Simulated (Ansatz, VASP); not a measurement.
## One calculation of Ti, two programs

```
Ti
1.0
    -1.59270    1.59270    1.59270
     1.59270   -1.59270    1.59270
     1.59270    1.59270   -1.59270
Ti
1
Cartesian
  0.0000 0.0000 0.0000
```

Alike in both runs: task single point; functional r2SCAN; k mesh 18 × 18 × 18; occupations gaussian, width 0.1 eV; no spin polarisation.

```csv
,VASP,Ansatz
version,VASP 6.6.1,Ansatz 0.2.0
potentials or method,"VASP PAW PBE potentials, release 64 (Ti_sv)","scalar-relativistic, plane waves, PAW"
plane-wave cutoff (eV),520,500
valence electrons in the cell,12,12
```

```tsv
	VASP	Ansatz	Ansatz less VASP
gap on the k mesh at the Fermi level (eV)	none	none	-
pressure (GPa)	8.0	7.7	-0.38
```

A gap of «none» marks a metal or a gap that the smearing closes.

Caveats: the PAW data sets were made with another functional, which shifts forces and pressure a little (VASP).
